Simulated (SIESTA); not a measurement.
Nb:

```
Nb
1.0
    -1.66395    1.66395    1.66395
     1.66395   -1.66395    1.66395
     1.66395    1.66395   -1.66395
Nb
1
Direct
  0.00000 0.00000 0.00000
```

Base run:

```yaml
Program: SIESTA 5.4.2
Functional: PBE
Potentials_or_basis: PseudoDojo 0.4 standard (PBE files)
Basis: DZP (energy shift 0.003 Ry; two zetas on semicore shells)
Grid_cutoff: 800 Ry
Energy_shift: 0.003 Ry
k_mesh: 11 × 11 × 11
Occupations: fermi-dirac, width 0.05 eV
Spin: no spin polarisation
```

Its results: band gap on the k mesh none (metal or under the smearing width); pressure -0.7 GPa.

Task: The run is repeated on the same cell with these changes: functional from PBE to LDA; potentials or basis from PseudoDojo 0.4 standard (PBE files) to PseudoDojo 0.4 standard (LDA files). What comes out?

Result: Band gap on the k mesh none (metal or under the smearing width); pressure -10.2 GPa.

Caveats: the basis of atomic orbitals isn't converged, which shifts pressures, moduli and gaps.
